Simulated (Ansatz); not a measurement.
**FeO in Ansatz: the effect of pseudo set**

FeO:

```xyz
2
Lattice="0.0000 2.1697 2.1697 2.1697 0.0000 2.1697 2.1697 2.1697 0.0000" Properties=species:S:1:pos:R:3 pbc="T T T"
Fe    0.0000    0.0000    0.0000
O     2.1697    2.1697    2.1697
```

The cell isn't the ideal one: volume scaled by 1.02.

Alike in all runs:

| Property | Result |
| --- | --- |
| Program | Ansatz 0.2.0 |
| Task | single point |
| Functional | PBE |
| k mesh | 11 × 11 × 11 |
| Occupations | fermi-dirac, width 0.05 eV |
| Spin | collinear spin, ferromagnetic start |
| Starting moments | [3.0, 0.0] μB |

Problem. One run gave: pressure -3.1 GPa. Which pseudo set did it use?
A. Ansatz PAW accurate
B. SSSP efficiency PAW
C. Ansatz NC
D. PseudoDojo standard
E. Ansatz PAW earlier set

Solution. B.

| pseudo set | cutoff | pressure (GPa) |
| --- | --- | --- |
| Ansatz PAW | 420 eV (not typed: the program's choice for these potentials) | -3.7 |
| Ansatz PAW accurate | 950 eV | -3.7 |
| SSSP efficiency PAW | 1225 eV | -3.1 |
| JTH PAW | 1380 eV (not typed: the program's choice for these potentials) | -3.8 |
| SPMS NC | 1034 eV (not typed: the program's choice for these potentials) | -3.8 |
| PseudoDojo standard | 1225 eV | -4.4 |
| PseudoDojo stringent | 1605 eV | -4.4 |
| Ansatz PAW earlier set | 930 eV (not typed: the program's choice for these potentials) | -3.7 |
| Ansatz NC | 1240 eV (not typed: the program's choice for these potentials) | -4.0 |

Caveats: a cell with one magnetic atom can't hold antiferromagnetic order, which such compounds often take.
